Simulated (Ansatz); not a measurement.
# CdI2: the cost of one run

Program: Ansatz 0.2.0. Level of theory: reference: DFT, HSE06, plane waves, PAW. These are calculated values, not measurements.

6 further runs of the same task are left out: 6 that didn't finish.

## (1) Starting point

The structure is trigonal, space group P-3m1 (No. 164). The conventional cell has a = 4.247 Å, b = 4.247 Å, c = 6.895 Å, α = 90.00°, β = 90.00°, γ = 120.00°. Cd (site symmetry -3m) has 6 I at 2.99 Å as nearest neighbours. I (site symmetry 3m) is surrounded by 3 Cd at 2.99 Å.

As a file:

```cif
data_structure
_symmetry_space_group_name_H-M 'P 1'
_symmetry_Int_Tables_number 1
_cell_length_a 4.2470
_cell_length_b 4.2470
_cell_length_c 6.8950
_cell_angle_alpha 90.000
_cell_angle_beta 90.000
_cell_angle_gamma 120.000
_cell_volume 107.70
loop_
_atom_site_label
_atom_site_type_symbol
_atom_site_fract_x
_atom_site_fract_y
_atom_site_fract_z
_atom_site_occupancy
Cd1 Cd 0.00000 0.00000 0.00000 1
I1 I 0.33333 0.66667 0.24939 1
I2 I 0.66667 0.33333 0.75061 1
```

## (2) Baseline

Input file input.yaml:

```yaml
crystal:
  lattice:
    - [4.2470087538, 0.0, 0.0]
    - [-2.1235043769, 3.6780174709, 0.0]
    - [0.0, 0.0, 6.8950250881]
  atoms:
    - { symbol: Cd, position: [0.0, 0.0, 0.0] }
    - { symbol: I, position: [0.3333333333, 0.6666666667, 0.2493934742] }
    - { symbol: I, position: [0.6666666667, 0.3333333333, 0.7506065258] }
kpoints:
  mp_grid: { grid: [6, 6, 2] }
hamiltonian:
  xc: hse06
scf:
  occupations: { method: fixed }
  n_extra_bands: 4
output:
  forces: true
  stress: true
  eigenvalues: true
  write_density: true
  write_potential: true
  elf: true
  volumetric_format: npy
```

Command:

```bash
$ ansatz run input.yaml --threads 4 --pin off --max-ram 3686MiB --backend cpu --events-out ev --progress --plain --runs-dir out
```

What time and memory should one allow on 4 threads of an x86-64 CPU, shared host?

About 68 s, with a peak of 1.8 GiB.
